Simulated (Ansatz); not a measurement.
# A van 't Hoff estimate for SnH3Br + C4H8 ⇌ SnH3(CH3) + C3H5Br

Gas-phase species: SnH3Br `[Br][SnH3]`, singlet; C4H8 (1-butene) `C=CCC`, singlet; SnH3(CH3), singlet; C3H5Br (allyl bromide) `C=CCBr`, singlet. The partners trade Br for CH3: Sn–Br and C–CH3 bonds give way to Sn–CH3 and C–Br.

The electronic reaction energy at CCSD(T)/def2-TZVPP is +122.9 kJ/mol. Shapes: PBE0-D4/def2-TZVP. Flexible molecules stand in one conformer, not always the lowest. Programs: Ansatz 0.2.0. Enthalpy and entropy come from rigid-rotor, harmonic-oscillator sums on unscaled PBE0-D4/def2-TZVP wavenumbers, ideal gases at 1 bar; R ln 2 is added for the mirror twin of the chiral shape of C4H8, C3H5Br. Symmetry numbers: SnH3Br 3, C4H8 1, SnH3(CH3) 3, C3H5Br 1. R = 8.3145 J/(mol K).

| T (K) | ΔH (kJ/mol) | ΔS (J/(mol K)) |
| --- | --- | --- |
| 600 | +119.3 | +13.0 |
| 800 | +120.2 | +14.3 |
| 1000 | ? | ? |

Problem. Work out ln K at 600 and 800 K, and from these estimate it at 1000 K.

Solution. 
1. 600 K: ΔG = +119.3 − 600 × (+13.0)/1000 = +111.5 kJ/mol; ln K = −ΔG/RT = -22.35.
2. 800 K: ΔG = +120.2 − 800 × (+14.3)/1000 = +108.8 kJ/mol; ln K = −ΔG/RT = -16.36.
3. Slope against 1000/T: (-16.36 − (-22.35))/(1.2500 − 1.6667) = -14.38, that is −ΔH/R with ΔH near +120 kJ/mol.
4. 1000 K: ln K = -22.35 + (-14.38) × (1.0000 − 1.6667) = -12.76.

The full sums give ΔH = +120.8 kJ/mol, ΔS = +15.0 J/(mol K), ΔG = +105.8 kJ/mol and ln K = -12.72 at 1000 K, so the line is off by -0.04 in ln K; without rounding the miss is -0.02, from the change of ΔH with temperature. The reactants are favoured over this whole range. An error of 10 kJ/mol in the energy moves ln K by 1.2 at 1000 K. Soft modes are treated as harmonic, which can err either way at these temperatures; the lowest are those of SnH3Br (258 cm⁻¹), C4H8 (109 cm⁻¹), SnH3(CH3) (111 cm⁻¹), C3H5Br (107 cm⁻¹). Other conformers aren't counted. Other reactions of these species are left aside. For atoms past krypton def2 sets carry core potentials with scalar relativity. Relativity is left out for Br. Outer-core shells of Br, Sn are correlated, in sets that cover them unevenly.
